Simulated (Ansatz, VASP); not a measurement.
# One calculation of SrCl2, two programs

Contents of POSCAR:

```
SrCl2
1.0
    0.0000000000      3.5377825000      3.4855000000
    3.4855000000      0.0000000000      3.4855000000
    3.4855000000      3.5377825000      0.0000000000
Sr Cl
1 2
Direct
    0.0000000000      0.0000000000      0.0000000000
    0.2500000000      0.2500000000      0.2500000000
    0.7500000000      0.7500000000      0.7500000000
```

The input INCAR.step1:

```
SYSTEM = SrCl2
PREC     = Accurate       ! precision mode
ENCUT    = 520            ! plane-wave cutoff, eV
ISMEAR   = 0              ! smearing method
SIGMA    = 0.05           ! smearing width, eV
LREAL    = .False.        ! projectors in reciprocal space
LASPH    = .True.         ! aspherical terms in the spheres
NELM     = 100            ! most SCF steps
NBANDS   = 19             ! bands
GGA      = PE             ! functional
ALGO     = Normal         ! electronic algorithm
EDIFF    = 1E-4           ! SCF threshold, eV
LWAVE    = .True.         ! write WAVECAR
LCHARG   = .False.        ! write CHGCAR
```

INCAR.step2

```
SYSTEM = SrCl2
PREC     = Accurate       ! precision mode
ENCUT    = 520            ! plane-wave cutoff, eV
EDIFF    = 1E-6           ! SCF threshold, eV
ISMEAR   = 0              ! smearing method
SIGMA    = 0.05           ! smearing width, eV
LREAL    = .False.        ! projectors in reciprocal space
LASPH    = .True.         ! aspherical terms in the spheres
NELM     = 100            ! most SCF steps
ALGO     = Normal         ! electronic algorithm
ISIF     = 2              ! what is computed and relaxed
LWAVE    = .False.        ! write WAVECAR
LCHARG   = .False.        ! write CHGCAR
METAGGA  = R2SCAN         ! meta-GGA
LMIXTAU  = .True.       
NBANDS   = 19             ! bands
ISTART   = 1
```

The input KPOINTS:

```
regular mesh
0
Gamma
  6 6 6
  0 0 0
```

Input for Ansatz:

```yaml
crystal:
  lattice:
    - [0.0, 3.5377825, 3.4855]
    - [3.4855, 0.0, 3.4855]
    - [3.4855, 3.5377825, 0.0]
  atoms:
    - { symbol: Sr, position: [0.0, 0.0, 0.0] }
    - { symbol: Cl, position: [0.25, 0.25, 0.25] }
    - { symbol: Cl, position: [0.75, 0.75, 0.75] }
basis:
  ecutwfc: 500
kpoints:
  mp_grid: { grid: [6, 6, 6] }
hamiltonian:
  xc: r2scan
scf:
  occupations: { method: gaussian, width: 0.05 }
output:
  forces: true
  stress: true
  eigenvalues: true
```

Change from the starting cell: strain +0.0150 x Voigt [0, 1, 0, 0, 0, 0], atoms carried along.

Alike in both runs: task single point; functional r2SCAN; k mesh 6 × 6 × 6; occupations gaussian, width 0.05 eV; no spin polarisation.

```csv
,VASP,Ansatz
version,VASP 6.6.1,Ansatz 0.2.0
potentials or method,"VASP PAW PBE potentials, release 64 (Sr_sv, Cl)","scalar-relativistic, plane waves, PAW"
plane-wave cutoff (eV),520,500
valence electrons in the cell,24,24
```

|  | VASP | Ansatz | Ansatz less VASP |
| --- | --- | --- | --- |
| gap on the k mesh at the Fermi level (eV) | 5.88 | 5.88 | 0.000 |
| least direct gap on the mesh (eV) | 5.96 | 5.96 | 0.000 |
| pressure (GPa) | -0.1 | -0.2 | -0.03 |
| largest component of the traceless stress (GPa) | 0.53 | 0.53 | +0.003 |

Caveats: the PAW data sets were made with another functional, which shifts forces and pressure a little (VASP). A k mesh can miss the band edges.
